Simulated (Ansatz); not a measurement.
Set up this calculation in Ansatz 0.2.0, as the native input.

* Task: relaxation of cell and atoms
* Functional: RPBE
* Dispersion: D3(BJ)
* Potentials or basis: Ansatz PAW
* Cutoff: 420 eV (not typed: the program's choice for these potentials)
* k mesh: 5 × 5 × 5
* Occupations: fermi-dirac, width 0.05 eV
* Spin: no spin polarisation

Crystal: HfO2.

```
Hf O
1.0
     5.11800    0.00000    0.00000
     0.00000    5.18570    0.00000
    -0.85866    0.00000    5.21387
Hf O
4 8
Direct
  0.27550 0.46030 0.70800
  0.72450 0.96030 0.79200
  0.72450 0.53970 0.29200
  0.27550 0.03970 0.20800
  0.07420 0.16840 0.84670
  0.92580 0.66840 0.65330
  0.92580 0.83160 0.15330
  0.07420 0.33160 0.34670
  0.44870 0.74190 0.98010
  0.55130 0.24190 0.51990
  0.55130 0.25810 0.01990
  0.44870 0.75810 0.48010
```

These files were run (other wordings do the same):

input.yaml

```yaml
crystal:
  lattice:
    - [5.118, 0.0, 0.0]
    - [0.0, 5.1857, 0.0]
    - [-0.8586630598, 0.0, 5.2138671406]
  atoms:
    - { symbol: Hf, position: [0.2755, 0.4603, 0.708] }
    - { symbol: Hf, position: [0.7245, 0.9603, 0.792] }
    - { symbol: Hf, position: [0.7245, 0.5397, 0.292] }
    - { symbol: Hf, position: [0.2755, 0.0397, 0.208] }
    - { symbol: O, position: [0.0742, 0.1684, 0.8467] }
    - { symbol: O, position: [0.9258, 0.6684, 0.6533] }
    - { symbol: O, position: [0.9258, 0.8316, 0.1533] }
    - { symbol: O, position: [0.0742, 0.3316, 0.3467] }
    - { symbol: O, position: [0.4487, 0.7419, 0.9801] }
    - { symbol: O, position: [0.5513, 0.2419, 0.5199] }
    - { symbol: O, position: [0.5513, 0.2581, 0.0199] }
    - { symbol: O, position: [0.4487, 0.7581, 0.4801] }
hamiltonian:
  xc: rpbe
  pseudopotentials: { kind: paw }
  dispersion: d3bj
kpoints:
  mp_grid: { grid: [5, 5, 5] }
scf:
  occupations: { method: fermi_dirac, width: 0.05 }
output:
  forces: true
  stress: true
relax:
  f_tol: 0.01
  max_steps: 40
  cell: { stress_tol: 0.05 }
```

Potentials or basis: Ansatz PAW.

Command:

```console
$ ansatz run input.yaml --threads 4 --pin off --max-ram 11264MiB --backend cpu --events-out ev --progress --plain --runs-dir out
```

It gave:

```
Relaxed volume                         : 10.46 Å³/atom
Relaxed cell                           : a = 4.925 Å, b = 5.201 Å, c = 4.922 Å, α = 90.00°, β = 95.54°, γ = 90.00°
Space group after relaxing (to 0.05 Å) : P2_1/c (No. 14)
Energy gained by relaxing              : 47.5 meV/atom
Ionic steps                            : 10
Pressure after relaxing                : 0.0 GPa
Largest force after relaxing           : 0.007 eV/Å
Band gap on the k mesh                 : 4.80 eV
```

Caveat: odd divisions of the mesh miss points on the zone boundary, where band edges often lie, so the gap on the mesh can be too wide; the plane-wave basis is chosen anew once the cell has moved, so the energies of steps on either side of that aren't comparable; the pressure holds a Pulay correction of +0.8 GPa for the finite cutoff; spin-orbit coupling is left out, which moves the levels of the heavy elements; the PAW data sets come from PBE, with cores solved anew for the run's functional, which leaves a small shift of forces and pressure.

Run time: 2.1 min on 4 threads of Intel(R) Xeon(R) Processor @ 2.50GHz (Skylake/Cascade Lake), with other jobs on the host, peak memory 0.84 GiB.
